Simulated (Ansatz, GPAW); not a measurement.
This is a calculation of ZrC for GPAW 26.7.0 (ASE script). 

File run.py:

```python
from ase.dft.bandgap import bandgap
from ase.io import read, write
from ase.units import Bohr, GPa
from gpaw import GPAW, PW
from gpaw.elf import elf_from_dft_calculation

atoms = read('ZrC.xyz')

calc = GPAW(mode=PW(800),
            xc='PBE',
            kpts={'size': (10, 10, 10), 'gamma': True},
            occupations={'name': 'methfessel-paxton', 'order': 0, 'width': 0.022},
            nbands=18,
            convergence={'density': 1e-05, 'energy': 1e-05},
            maxiter=150,
            txt='gpaw.txt')
atoms.calc = calc
energy = atoms.get_potential_energy()
forces = atoms.get_forces()
stress = atoms.get_stress()
calc.write('gs.gpw')
write('result.traj', atoms)
print(f'Energy: {energy:.6f} eV')
print('Forces (eV/A):')
print(forces.round(4))
print('Stress (GPa):', (stress / GPa).round(3))
print('Fermi level:', round(calc.get_fermi_level(), 4), 'eV')
print(f'Gap: {bandgap(calc)[0]:.4f} eV, direct: {bandgap(calc, direct=True)[0]:.4f} eV')

# fields on the real-space grid
write('density.cube', atoms, data=calc.get_pseudo_density() * Bohr**3)
write('potential.cube', atoms, data=calc.get_electrostatic_potential())
write('elf.cube', atoms, data=elf_from_dft_calculation(calc).data)
```

ZrC.xyz

```xyz
2
Lattice="0.0000000000 2.3650000000 2.3650000000 2.3650000000 0.0000000000 2.3650000000 2.3650000000 2.3650000000 0.0000000000" Properties=species:S:1:pos:R:3 pbc="T T T"
Zr     2.3650000000      2.3650000000      2.3650000000
C      0.0000000000      0.0000000000      0.0000000000
```

Potentials or basis: GPAW PAW data sets (gpaw-data 1.2.1), pw.

Command:

```sh
$ OMP_NUM_THREADS=1 python run.py
```

Q: Set up the same calculation for Ansatz 0.2.0. Potentials or basis there: all-electron LAPW, scalar-relativistic.

A: As run (cutoffs and basis follow the program's own potentials, and thresholds, step limits or extra output files can differ):

The input input.yaml:

```yaml
crystal:
  lattice:
    - [0.0, 2.365, 2.365]
    - [2.365, 0.0, 2.365]
    - [2.365, 2.365, 0.0]
  atoms:
    - { symbol: Zr, position: [0.5, 0.5, 0.5] }
    - { symbol: C, position: [0.0, 0.0, 0.0] }
kpoints:
  mp_grid: { grid: [10, 10, 10] }
scf:
  occupations: { method: gaussian, width: 0.022 }
hamiltonian:
  xc: pbe
  pseudopotentials: { kind: all_electron, lapw: { basis_error: 0.001 } }
output:
  forces: true
  stress: true
  eigenvalues: true
```

Potentials or basis: all-electron LAPW, scalar-relativistic.

Run with:

```sh
$ ansatz run input.yaml --threads 1 --pin off --max-ram 3072MiB --backend cpu --events-out ev --progress --plain --runs-dir out
```

Both were run:

|  | GPAW | Ansatz |
| --- | --- | --- |
| Pressure | -3.9 GPa | -2.9 GPa |

Where Ansatz's input types no cutoff or centring, it takes its own default and a Γ-centred mesh.

Pressure is positive in compression.
